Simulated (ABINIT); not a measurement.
A run of ABINIT 10.8.3 (patched build) is set up as follows.

The input run.abi:

```
# Datasets: ground state, then fixed potential
ndtset 2

# Pseudopotentials
pp_dirpath "./"
pseudos "Si.upf, C.upf"

# Structure
acell 3*1.0 Angstrom
rprim
     3.0756941497     0.0000000000     0.0000000000
    -1.5378470748     2.6636292679     0.0000000000
     0.0000000000     0.0000000000    10.0706464800
ntypat 2
znucl 14 6
natom 8
typat 1 1 1 1 2 2 2 2
xred
     0.0000000000     0.0000000000     0.1878943800
     0.0000000000     0.0000000000     0.6878943800
     0.3333333333     0.6666666667     0.4378419800
     0.6666666667     0.3333333333     0.9378419800
     0.0000000000     0.0000000000     0.0004600500
     0.0000000000     0.0000000000     0.5004600500
     0.3333333333     0.6666666667     0.2498025900
     0.6666666667     0.3333333333     0.7498025900

# Plane-wave basis
ecut 1115.666836 eV

# Exchange and correlation
ixc 11

# Bands and occupations
occopt 3
tsmear 0.05 eV

# SCF cycle
nstep 100

# Output
iomode 3
prtwf 0
prteig 0
prtebands 0
prtden1 1
prtvha1 1
prtvclmb1 1
prtpot1 1
prtelf1 1

# Dataset 1
kptopt1 1
ngkpt1 10 10 3
nshiftk1 1
shiftk1 0.0 0.0 0.0
nband1 21
tolvrs1 1.0e-10

# Dataset 2: bands along G-M-K-G-A-L-H-A
iscf2 -2
getden2 1
nband2 27
nbdbuf2 4
tolwfr2 1.0e-11
kptopt2 -7
ndivsm2 6
prteig2 1
prtvol2 -3
kptbounds2
     0.0000000000     0.0000000000     0.0000000000
     0.5000000000     0.0000000000     0.0000000000
     0.3333333333     0.3333333333     0.0000000000
     0.0000000000     0.0000000000     0.0000000000
     0.0000000000     0.0000000000     0.5000000000
     0.5000000000     0.0000000000     0.5000000000
     0.3333333333     0.3333333333     0.5000000000
     0.0000000000     0.0000000000     0.5000000000
```

Potentials or basis: PseudoDojo NC SR PBE v0.5 stringent.

Command:

```console
$ abinit run.abi > log 2>&1
```

(1) What does it give for the band gap on the k mesh?

(2) Predict the largest force.

(3) What does it give for the band gap along the path?

Answers

(1) 2.23 eV, indirect (least direct gap 3.36 eV).

(2) 0.008 eV/Å.

(3) 2.23 eV, indirect (least direct gap 3.36 eV).
